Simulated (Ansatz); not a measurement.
The polar optical mode of MgO at 40 GPa, worked through

Method: Ansatz, DFT PBEsol, scalar-relativistic, plane waves, PAW. Cutoff 420 eV, 10×10×10 k-points (Γ-centred), fixed occupations. No spin polarisation. Phonons by linear response, acoustic sum rule imposed.

The cell, relaxed at 40 GPa:
```yaml
crystal:
  lattice:
    - [0.00000, 1.98670, 1.98670]
    - [1.98670, 0.00000, 1.98670]
    - [1.98670, 1.98670, 0.00000]
  atoms:
    - { symbol: Mg, position: [0.00000, 0.00000, 0.00000] }
    - { symbol: O, position: [0.50000, 0.50000, 0.50000] }
```

Other phases may be more stable at this pressure.

Linear response gives ν_TO = 558.3 cm⁻¹, Born charges ±1.908 e (positive on Mg) and ε∞ = 3.081. The primitive cell holds 15.683 Å³, and the masses are 24.305 and 15.999 amu.

Question: Find ν_LO and the static dielectric constant.

Answer: The long-wave field adds a restoring force: ω_LO² − ω_TO² = Z*²e²/(ε_vac ε∞ μV). In these units ν_LO² − ν_TO² = 4.92064×10⁷ Z*²/(μ V ε∞) cm⁻², with μ = m₁m₂/(m₁ + m₂) = 9.648 amu: 384240 cm⁻². So ν_LO = √(558.3² + 384240) = 834.2 cm⁻¹, and the run gives 834.2. Lyddane–Sachs–Teller then gives ε0 = ε∞ (ν_LO/ν_TO)² = 6.88, against 6.88 in the run (it forms both from the same three quantities, so the match checks the arithmetic only). Between ν_TO and ν_LO the dielectric function is negative and an undamped crystal reflects fully: a reststrahlen band from 12.0 to 17.9 μm.

Question: What do the Clausius–Mossotti polarisability and the Szigeti charge come to?

Answer: With the Lorentz local field, α = (3V/4π)(ε∞ − 1)/(ε∞ + 2) = 1.53 Å³ for the pair, and e_S = 3Z*/(ε∞ + 2) = 1.13 e. The Born charge includes the electrons' response to the dipole's own local field, and e_S takes that enhancement out. The Lorentz field assumes point-like polarisable ions, a fair picture at this small ε∞.

Question: How strongly does a slow electron couple to the LO mode?

Answer: For one isotropic parabolic band, Fröhlich's constant is α_F = (1/ε∞ − 1/ε0) √(m* Ry/ħω_LO), with Ry = 13.606 eV, ħω_LO = 103.4 meV and m* in free-electron masses: α_F = 0.1792 × 11.47 × √m* = 2.06 √m*. The band mass isn't part of this run; for m* = 0.1, 0.3 and 1 it gives 0.65, 1.13, 2.06. In weak coupling the polaron lies α_F ħω_LO below the band edge (116 meV at m* = 0.3) with a mass m*(1 + α_F/6); past α_F of about 5 or 6 that expansion fails. A semilocal functional's ε∞ tends to be too large, which taken alone lowers α_F.

Cost: 1 run of about 0.16 core-minutes, on Intel Xeon Platinum 8259CL (Skylake/Cascade Lake) (shared hosts).